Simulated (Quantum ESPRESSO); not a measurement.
Wanted: the native input for a Quantum ESPRESSO 7.5 run.

| Item | Value |
| --- | --- |
| Task | single point |
| Functional | PBEsol |
| Potentials or basis | GBRV 1.5 PBEsol |
| Cutoff | 612 eV |
| Density cutoff | 4898 eV |
| k mesh | 10 × 10 × 6 |
| Occupations | fermi-dirac, width 0.05 eV |
| Spin | non-collinear spin, random start |
| Starting moments | [[0.192, -0.415, 0.692], [-0.32, 0.202, -0.038]] μB |
| Mixing beta | 0.3 |
| Most SCF iterations | 120 |
| SCF threshold | 4e-10 Ry |

The system is Ni.

```
Ni
1.0
     2.44802    0.00000    0.00000
    -1.22401    2.12005    0.00000
     0.00000    0.00000    4.07281
Ni
2
Direct
  0.66667 0.33333 0.75000
  0.33333 0.66667 0.25000
```

This isn't the form of Ni at room conditions, which is fcc.

The input as run:

pw.in

```
&CONTROL
  calculation = 'scf'
  prefix = 'pwscf'
  outdir = './tmp'
  pseudo_dir = './pseudo'
  tprnfor = .true.
  tstress = .true.
  disk_io = 'low'
/
&SYSTEM
  ibrav = 0
  celldm(1) = 8
  nat = 2
  ntyp = 2
  ecutwfc = 45
  ecutrho = 360
  nbnd = 58
  occupations = 'smearing'
  smearing = 'fd'
  degauss = 0.00367493
  noncolin = .true.
  starting_magnetization(1) = 0.0461
  angle1(1) = 33.46
  angle2(1) = -65.17
  starting_magnetization(2) = 0.0211
  angle1(2) = 95.73
  angle2(2) = 147.74
/
&ELECTRONS
  conv_thr = 4d-10
  electron_maxstep = 120
  mixing_beta = 0.3
/
ATOMIC_SPECIES
Ni1   58.6934 ni_pbesol_v1.4.uspp.F.UPF
Ni2   58.6934 ni_pbesol_v1.4.uspp.F.UPF
CELL_PARAMETERS alat
  0.5782616029568   0.0000000000000   0.0000000000000
 -0.2891308014784   0.5007892382077   0.0000000000000
  0.0000000000000   0.0000000000000   0.9620613582003
ATOMIC_POSITIONS crystal
Ni1    0.6666666667    0.3333333333    0.7500000000
Ni2    0.3333333333    0.6666666667    0.2500000000
K_POINTS automatic
10 10 6 0 0 0
```

pp_density.in

```
&INPUTPP
  prefix = 'pwscf'
  outdir = './tmp'
  filplot = 'density.dat'
  plot_num = 0
/
&PLOT
  nfile = 1
  filepp(1) = 'density.dat'
  iflag = 3
  output_format = 6
  fileout = 'density.cube'
/
```

pp_potential.in

```
&INPUTPP
  prefix = 'pwscf'
  outdir = './tmp'
  filplot = 'potential.dat'
  plot_num = 11
/
&PLOT
  nfile = 1
  filepp(1) = 'potential.dat'
  iflag = 3
  output_format = 6
  fileout = 'potential.cube'
/
```

Potentials or basis: GBRV 1.5 PBEsol.

The run is started by

```console
$ OMP_NUM_THREADS=1 mpirun -n 2 pw.x -nk 2 -in pw.in > pw.out
$ OMP_NUM_THREADS=1 mpirun -n 1 pp.x -in pp_density.in > pp_density.out
$ OMP_NUM_THREADS=1 mpirun -n 1 pp.x -in pp_potential.in > pp_potential.out
```

It gave:

```yaml
Pressure: -3.2 GPa
Band_gap_on_the_k_mesh: none (metal or under the smearing width)
Net_moment: 1.36 μB per cell
Absolute_moment: 1.54 μB per cell
```

Caveat: non-collinear GGA energies in this program can be off by tens of meV an atom and hang on the start.

It took 10 min on 2 MPI ranks on Arm Neoverse V2, on a shared host, peak memory 0.96 GiB a rank.
